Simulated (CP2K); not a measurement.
# GaSb (F-43m) in CP2K: further runs, part 3 of 3

CP2K 2026.2. The steps go on from the part before.

### 6 Band structure, r2SCAN

Input file gasb_bands.inp:

```
&GLOBAL
  PROJECT gasb_bands
  RUN_TYPE ENERGY_FORCE
  PRINT_LEVEL LOW
&END GLOBAL
&FORCE_EVAL
  METHOD QS
  STRESS_TENSOR ANALYTICAL
  &DFT
    BASIS_SET_FILE_NAME BASIS_MOLOPT_UZH
    POTENTIAL_FILE_NAME POTENTIAL_UZH
    &MGRID
      CUTOFF 675
      REL_CUTOFF 60
      NGRIDS 5
    &END MGRID
    &QS
      METHOD GPW
      EPS_DEFAULT 1.0E-9
    &END QS
    &KPOINTS
      SCHEME MONKHORST-PACK 8 8 8
      GAMMA_CENTERED T
      SYMMETRY T
      SYMMETRY_BACKEND SPGLIB
    &END KPOINTS
    &SCF
      SCF_GUESS ATOMIC
      EPS_SCF 1.0E-6
      MAX_SCF 100
      ADDED_MOS 10
      CHOLESKY OFF
      EPS_EIGVAL 1.0E-7
      &DIAGONALIZATION ON
        ALGORITHM STANDARD
      &END DIAGONALIZATION
      &MIXING ON
        METHOD BROYDEN_MIXING
        ALPHA 0.4
        BETA 1.5
        NBUFFER 8
      &END MIXING
      &SMEAR ON
        METHOD FERMI_DIRAC
        ELECTRONIC_TEMPERATURE [K] 300.557
      &END SMEAR
    &END SCF
    &XC
      &XC_FUNCTIONAL
        &MGGA_X_R2SCAN
        &END MGGA_X_R2SCAN
        &MGGA_C_R2SCAN
        &END MGGA_C_R2SCAN
      &END XC_FUNCTIONAL
    &END XC
    &PRINT
      &KPOINTS ON
      &END KPOINTS
      &MULLIKEN ON
      &END MULLIKEN
      &MO ON
        ENERGIES T
        OCCUPATION_NUMBERS T
        &EACH
          QS_SCF 0
        &END EACH
        ADD_LAST NUMERIC
      &END MO
      &BAND_STRUCTURE
        FILE_NAME bands.bs
        ADDED_MOS 6
        &KPOINT_SET
          UNITS B_VECTOR
          NPOINTS 8
          SPECIAL_POINT GAMMA 0.00000000 0.00000000 0.00000000
          SPECIAL_POINT X 0.50000000 0.00000000 0.50000000
          SPECIAL_POINT W 0.50000000 0.25000000 0.75000000
          SPECIAL_POINT K 0.37500000 0.37500000 0.75000000
          SPECIAL_POINT GAMMA 0.00000000 0.00000000 0.00000000
          SPECIAL_POINT L 0.50000000 0.50000000 0.50000000
          SPECIAL_POINT U 0.62500000 0.25000000 0.62500000
          SPECIAL_POINT W 0.50000000 0.25000000 0.75000000
          SPECIAL_POINT L 0.50000000 0.50000000 0.50000000
          SPECIAL_POINT K 0.37500000 0.37500000 0.75000000
        &END KPOINT_SET
        &KPOINT_SET
          UNITS B_VECTOR
          NPOINTS 8
          SPECIAL_POINT U 0.62500000 0.25000000 0.62500000
          SPECIAL_POINT X 0.50000000 0.00000000 0.50000000
        &END KPOINT_SET
      &END BAND_STRUCTURE
    &END PRINT
  &END DFT
  &SUBSYS
    &CELL
      ABC 4.3260792873 4.3260792873 4.3260792873
      ALPHA_BETA_GAMMA 60.0000000007 60.0000000005 60.0000000007
      PERIODIC XYZ
    &END CELL
    &COORD
      SCALED
      Sb  0.7500000000 0.7500000000 0.7500000000
      Ga  0.0000000000 0.0000000000 0.0000000000
    &END COORD
    &KIND Sb
      BASIS_SET TZVP-MOLOPT-SCAN-GTH-q5
      POTENTIAL GTH-SCAN-q5
    &END KIND
    &KIND Ga
      BASIS_SET TZVP-MOLOPT-SCAN-GTH-q13
      POTENTIAL GTH-SCAN-q13
    &END KIND
    &PRINT
      &ATOMIC_COORDINATES ON
      &END ATOMIC_COORDINATES
      &CELL ON
      &END CELL
      &SYMMETRY ON
      &END SYMMETRY
    &END PRINT
  &END SUBSYS
  &PRINT
    &FORCES ON
    &END FORCES
    &STRESS_TENSOR ON
    &END STRESS_TENSOR
  &END PRINT
&END FORCE_EVAL
```

Potentials or basis: POTENTIAL_UZH Sb GTH-SCAN-q5, Ga GTH-SCAN-q13; TZVP-MOLOPT-SCAN-GTH basis.

Run with:

```sh
$ OMP_NUM_THREADS=2 cp2k.psmp -i gasb_bands.inp -o gasb_bands.out
```

gasb_bands.out:

```text

 CP2K| version string:                                       CP2K version 2026.2
 CP2K| Input file name                                            gasb_bands.inp

 GLOBAL| Force Environment number                                              1
 GLOBAL| Basis set file name                                    BASIS_MOLOPT_UZH
 GLOBAL| Potential file name                                       POTENTIAL_UZH
 GLOBAL| MM Potential file name                                     MM_POTENTIAL
 GLOBAL| Coordinate file name                                      __STD_INPUT__
 GLOBAL| Method name                                                        CP2K
 GLOBAL| Project name                                                 gasb_bands
 GLOBAL| Run type                                                   ENERGY_FORCE
 GLOBAL| FFT library                                                       FFTW3
[... 5 lines left out ...]
 GLOBAL| Global print level                                                  LOW
 GLOBAL| Total number of message passing processes                             1
 GLOBAL| Number of threads for this process                                    2
 GLOBAL| CPU model name                                            AMD EPYC 9R14

 CELL| Volume [angstrom^3]:                                            57.249069
 CELL| Vector a [angstrom]:       4.326     0.000     0.000   |a| =     4.326079
 CELL| Vector b [angstrom]:       2.163     3.746     0.000   |b| =     4.326079
 CELL| Vector c [angstrom]:       2.163     1.249     3.532   |c| =     4.326079
 CELL| Angle (b,c), alpha [degree]:                                    60.000000
 CELL| Angle (a,c), beta  [degree]:                                    60.000000
[... 538 lines left out ...]
 KPOINTS| Number of k-point sets                                               2
 KPOINTS| Number of added MOs/bands                                            6
 KPOINTS| Number of k-points in set    1                                      73
 KPOINTS| In units of b-vector [2pi/Bohr]
 KPOINTS| Special point     1       GAMMA     0.000000     0.000000     0.000000
 KPOINTS| Special point     2           X     0.500000     0.000000     0.500000
 KPOINTS| Special point     3           W     0.500000     0.250000     0.750000
 KPOINTS| Special point     4           K     0.375000     0.375000     0.750000
 KPOINTS| Special point     5       GAMMA     0.000000     0.000000     0.000000
 KPOINTS| Special point     6           L     0.500000     0.500000     0.500000
 KPOINTS| Special point     7           U     0.625000     0.250000     0.625000
 KPOINTS| Special point     8           W     0.500000     0.250000     0.750000
 KPOINTS| Special point     9           L     0.500000     0.500000     0.500000
 KPOINTS| Special point    10           K     0.375000     0.375000     0.750000
 KPOINTS| Number of k-points in set    2                                       9
 KPOINTS| In units of b-vector [2pi/Bohr]
 KPOINTS| Special point     1           U     0.625000     0.250000     0.625000
 KPOINTS| Special point     2           X     0.500000     0.000000     0.500000

 ENERGY| Total FORCE_EVAL ( QS ) energy [hartree]            -79.710773738082338

 FORCES| Atomic forces [hartree/bohr]
 FORCES|   Atom     x               y               z               |f|
 FORCES|      1 -1.04503901E-07 -5.55044303E-08 -1.33597895E-08   1.19081028E-07
 FORCES|      2  1.14678395E-07  6.13908207E-08  1.74225976E-08   1.31238386E-07
 FORCES| Sum     1.01744935E-08  5.88639032E-09  4.06280806E-09
 FORCES| Total atomic force                                       1.24368935E-08

 STRESS| Analytical stress tensor [bar]
 STRESS|                        x                   y                   z
 STRESS|      x       -2.61191101988E+03   5.83495671868E+00   4.12756886403E+00
 STRESS|      y        5.83495671868E+00  -2.61828968207E+03   2.33453856458E+00
 STRESS|      z        4.12756886403E+00   2.33453856458E+00  -2.62046716565E+03
 STRESS| 1/3 Trace                                            -2.61688928920E+03
 STRESS| Determinant                                          -1.79205445965E+10

 STRESS| Eigenvectors and eigenvalues of the analytical stress tensor [bar]
 STRESS|                        1                   2                   3
 STRESS| Eigenvalues  -2.62213448535E+03  -2.62172807744E+03  -2.60680530481E+03
 STRESS|      x          -0.392641242113     -0.428691937547      0.813668284790
 STRESS|      y           0.037925260511      0.876418774413      0.480053962041
 STRESS|      z           0.918909424049     -0.219347565607      0.327859902787
```

It took 40 s on 2 threads of AMD EPYC 9R14 (Zen 4), shared host; peak memory 0.5 GiB.

Results:

```
Free energy             : -2169.0405 eV
Pressure                : -0.3 GPa
Band gap on the k mesh  : 0.38 eV, direct
Band gap along the path : 0.38 eV, direct
Mulliken charges        : Sb +0.84; Ga -0.84 e
```

Levels at the corners of the path, in eV from the valence-band top:
```
point  band 6  band 7  band 8  band 9  band 10  band 11  band 12  band 13
    Γ  -11.87    0.00    0.00    0.00     0.38     2.96     2.96     2.96
    X   -9.27   -7.04   -2.65   -2.65     1.10     1.49     9.30     9.30
    W   -9.22   -6.91   -3.42   -3.22     3.96     4.66     4.92     5.15
    K   -9.34   -6.85   -3.70   -2.26     1.64     4.22     7.17     7.32
    Γ  -11.87    0.00    0.00    0.00     0.38     2.96     2.96     2.96
    L  -10.16   -6.55   -1.19   -1.19     0.64     4.01     4.01     7.49
    U   -9.34   -6.85   -3.70   -2.26     1.64     4.22     7.17     7.32
    W   -9.22   -6.91   -3.42   -3.22     3.96     4.66     4.92     5.15
    L  -10.16   -6.55   -1.19   -1.19     0.64     4.01     4.01     7.49
    K   -9.34   -6.85   -3.70   -2.26     1.64     4.22     7.17     7.32
    U   -9.34   -6.85   -3.70   -2.26     1.64     4.22     7.17     7.32
    X   -9.27   -7.04   -2.65   -2.65     1.10     1.49     9.30     9.30
```

Caveat: Mulliken charges move with the basis; spin-orbit coupling is left out, which moves the levels of the heavy elements; the basis of atomic orbitals isn't converged, which shifts pressures, moduli and gaps.

### 7 Band structure, TB-mBJ

Edit gasb_bands.inp of step 6 so:

```diff
@@ -2,3 +2,3 @@
   PROJECT gasb_bands
-  RUN_TYPE ENERGY_FORCE
+  RUN_TYPE ENERGY
   PRINT_LEVEL LOW
@@ -7,3 +7,2 @@
   METHOD QS
-  STRESS_TENSOR ANALYTICAL
   &DFT
@@ -44,3 +43,3 @@
         METHOD FERMI_DIRAC
-        ELECTRONIC_TEMPERATURE [K] 300.557
+        ELECTRONIC_TEMPERATURE [K] 580.226
       &END SMEAR
@@ -49,6 +48,6 @@
       &XC_FUNCTIONAL
-        &MGGA_X_R2SCAN
-        &END MGGA_X_R2SCAN
-        &MGGA_C_R2SCAN
-        &END MGGA_C_R2SCAN
+        &MGGA_X_TB09
+        &END MGGA_X_TB09
+        &LDA_C_PW
+        &END LDA_C_PW
       &END XC_FUNCTIONAL
@@ -70,6 +69,6 @@
         FILE_NAME bands.bs
-        ADDED_MOS 6
+        ADDED_MOS 4
         &KPOINT_SET
           UNITS B_VECTOR
-          NPOINTS 8
+          NPOINTS 6
           SPECIAL_POINT GAMMA 0.00000000 0.00000000 0.00000000
@@ -87,3 +86,3 @@
           UNITS B_VECTOR
-          NPOINTS 8
+          NPOINTS 6
           SPECIAL_POINT U 0.62500000 0.25000000 0.62500000
@@ -96,4 +95,5 @@
     &CELL
-      ABC 4.3260792873 4.3260792873 4.3260792873
-      ALPHA_BETA_GAMMA 60.0000000007 60.0000000005 60.0000000007
+      A 4.3260792873 0.0000000000 0.0000000000
+      B 2.1630396436 3.7464945616 0.0000000000
+      C 2.1630396436 1.2488315205 3.5322289469
       PERIODIC XYZ
@@ -106,8 +106,8 @@
     &KIND Sb
-      BASIS_SET TZVP-MOLOPT-SCAN-GTH-q5
-      POTENTIAL GTH-SCAN-q5
+      BASIS_SET TZVP-MOLOPT-PBE-GTH-q5
+      POTENTIAL GTH-PBE-q5
     &END KIND
     &KIND Ga
-      BASIS_SET TZVP-MOLOPT-SCAN-GTH-q13
-      POTENTIAL GTH-SCAN-q13
+      BASIS_SET TZVP-MOLOPT-PBE-GTH-q13
+      POTENTIAL GTH-PBE-q13
     &END KIND
@@ -118,4 +118,2 @@
       &END CELL
-      &SYMMETRY ON
-      &END SYMMETRY
     &END PRINT
@@ -125,4 +123,2 @@
     &END FORCES
-    &STRESS_TENSOR ON
-    &END STRESS_TENSOR
   &END PRINT
```

Potentials or basis: POTENTIAL_UZH Sb GTH-PBE-q5, Ga GTH-PBE-q13; TZVP-MOLOPT-PBE-GTH basis.

Run with:

```sh
$ OMP_NUM_THREADS=2 cp2k.psmp -i gasb_bands.inp -o gasb_bands.out
```

Wall time 59 s (2 threads of AMD EPYC 9R14 (Zen 4), shared host); peak memory 0.5 GiB.

Results (log left out):

```yaml
Band_gap_on_the_k_mesh: 0.20 eV, direct
Band_gap_along_the_path: 0.20 eV, direct
Mulliken_charges: Sb +0.33; Ga -0.33 e
```

Levels at the corners of the path, in eV from the valence-band top:
| point | band 7 | band 8 | band 9 | band 10 | band 11 | band 12 |
| --- | --- | --- | --- | --- | --- | --- |
| Γ | 0.00 | 0.00 | 0.00 | 0.20 | 2.76 | 2.76 |
| X | -6.98 | -2.67 | -2.67 | 1.02 | 1.40 | 8.98 |
| W | -6.87 | -3.37 | -3.23 | 3.80 | 4.56 | 4.57 |
| K | -6.80 | -3.67 | -2.28 | 1.53 | 4.03 | 6.82 |
| Γ | 0.00 | 0.00 | 0.00 | 0.20 | 2.76 | 2.76 |
| L | -6.47 | -1.22 | -1.22 | 0.51 | 3.82 | 3.82 |
| U | -6.80 | -3.67 | -2.28 | 1.53 | 4.03 | 6.82 |
| W | -6.87 | -3.37 | -3.23 | 3.80 | 4.56 | 4.57 |
| L | -6.47 | -1.22 | -1.22 | 0.51 | 3.82 | 3.82 |
| K | -6.80 | -3.67 | -2.28 | 1.53 | 4.03 | 6.82 |
| U | -6.80 | -3.67 | -2.28 | 1.53 | 4.03 | 6.82 |
| X | -6.98 | -2.67 | -2.67 | 1.02 | 1.40 | 8.98 |

Caveat: Mulliken charges move with the basis; this is a model potential without an energy functional, so only levels have meaning; the potentials were made for another functional, which shifts forces and pressure; spin-orbit coupling is left out, which moves the levels of the heavy elements; the basis of atomic orbitals isn't converged, which shifts pressures, moduli and gaps.

### 8 Summary

```csv
level,potentials or basis,smearing,EPS_DEFAULT,NGRIDS,points a segment of the path (NPOINTS),bands added on the path,CUTOFF of the grids,gap on the mesh (eV),pressure (GPa)
PBE,"POTENTIAL_UZH Sb GTH-PBE-q5, Ga GTH-PBE-q13; TZVP-MOLOPT-PBE-GTH basis",fermi-dirac 0.05 eV,1.0E-9,5,6,4,450 Ry,0.08,2.9
PBE,"POTENTIAL_UZH Sb GTH-PBE-q5, Ga GTH-PBE-q13; TZVP-MOLOPT-PBE-GTH basis",fermi-dirac 0.01 eV,1.0E-10,4,6,4,450 Ry,0.08,2.9
LDA,"GTH_POTENTIALS Sb GTH-PADE-q5, Ga GTH-PADE-q13; TZVP-MOLOPT-PBE-GTH basis",fermi-dirac 0.0259 eV,1.0E-9,5,8,4,450 Ry,none,-1.7
PBEsol,"POTENTIAL_UZH Sb GTH-PBE-q5, Ga GTH-PBE-q13; TZVP-MOLOPT-PBE-GTH basis",fermi-dirac 0.0259 eV,1.0E-9,4,10,2,450 Ry,none,1.3
r2SCAN,"POTENTIAL_UZH Sb GTH-SCAN-q5, Ga GTH-SCAN-q13; TZVP-MOLOPT-SCAN-GTH basis",fermi-dirac 0.0259 eV,1.0E-9,5,8,6,675 Ry,0.38,-0.3
TB-mBJ,"POTENTIAL_UZH Sb GTH-PBE-q5, Ga GTH-PBE-q13; TZVP-MOLOPT-PBE-GTH basis",fermi-dirac 0.05 eV,1.0E-9,5,6,4,675 Ry,0.20,-
```

Alike in all rows: task band structure; no spin polarisation; cell as given; k mesh 8 × 8 × 8.

Caveats: spin-orbit coupling is left out, which moves the levels of the heavy elements; the basis of atomic orbitals isn't converged, which shifts pressures, moduli and gaps; the potentials were made for another functional, which shifts forces and pressure (some runs); this is a model potential without an energy functional, so only levels have meaning (some runs).

Total energies depend on the potentials used, so only differences within one code and one set of settings carry meaning.

### 9 How close it comes

Step 2. Against the measured gap of GaSb, 0.811 eV (direct; 4.2 K; a printed reference work, data compilation), the calculated 0.08 eV is off by -0.73 eV. Spin-orbit coupling on Ga, Sb is left out. The value is that of PBE in an atomic basis (POTENTIAL_UZH Sb GTH-PBE-q5, Ga GTH-PBE-q13; TZVP-MOLOPT-PBE-GTH basis), whose error adds to the functional's,, without temperature or zero-point motion. Semilocal functionals fall short of measured gaps as a rule.

Step 3. A measured gap of GaSb is 0.811 eV (direct; 4.2 K; a printed reference work, data compilation); the calculated 0.08 eV misses it by -0.73 eV. Spin-orbit coupling on Ga, Sb is left out. The value is that of PBE in an atomic basis (POTENTIAL_UZH Sb GTH-PBE-q5, Ga GTH-PBE-q13; TZVP-MOLOPT-PBE-GTH basis), whose error adds to the functional's,, without temperature or zero-point motion. Semilocal functionals fall short of measured gaps as a rule.

Step 4. A measured gap of GaSb is 0.811 eV (direct; 4.2 K; a printed reference work, data compilation); the calculated 0.00 eV misses it by -0.81 eV. Spin-orbit coupling on Ga, Sb is left out. The value is that of LDA in an atomic basis (GTH_POTENTIALS Sb GTH-PADE-q5, Ga GTH-PADE-q13; TZVP-MOLOPT-PBE-GTH basis), whose error adds to the functional's, on a finite k mesh, which can miss the band edges, without temperature or zero-point motion. Semilocal functionals fall short of measured gaps as a rule.

Step 5. Measured gap of GaSb: 0.811 eV (direct; 4.2 K; a printed reference work, data compilation). This calculation gives 0.00 eV (-0.81 eV). Spin-orbit coupling on Ga, Sb is left out. The value is that of PBEsol in an atomic basis (POTENTIAL_UZH Sb GTH-PBE-q5, Ga GTH-PBE-q13; TZVP-MOLOPT-PBE-GTH basis), whose error adds to the functional's, on a finite k mesh, which can miss the band edges, without temperature or zero-point motion. Semilocal functionals fall short of measured gaps as a rule.

Step 6. A measured gap of GaSb is 0.811 eV (direct; 4.2 K; a printed reference work, data compilation); the calculated 0.38 eV misses it by -0.43 eV. Spin-orbit coupling on Ga, Sb is left out. The value is that of r2SCAN in an atomic basis (POTENTIAL_UZH Sb GTH-SCAN-q5, Ga GTH-SCAN-q13; TZVP-MOLOPT-SCAN-GTH basis), whose error adds to the functional's,, without temperature or zero-point motion.

Step 7. Measured gap of GaSb: 0.811 eV (direct; 4.2 K; a printed reference work, data compilation). This calculation gives 0.20 eV (-0.61 eV). Spin-orbit coupling on Ga, Sb is left out. The value is that of TB-mBJ in an atomic basis (POTENTIAL_UZH Sb GTH-PBE-q5, Ga GTH-PBE-q13; TZVP-MOLOPT-PBE-GTH basis), whose error adds to the functional's,, without temperature or zero-point motion.
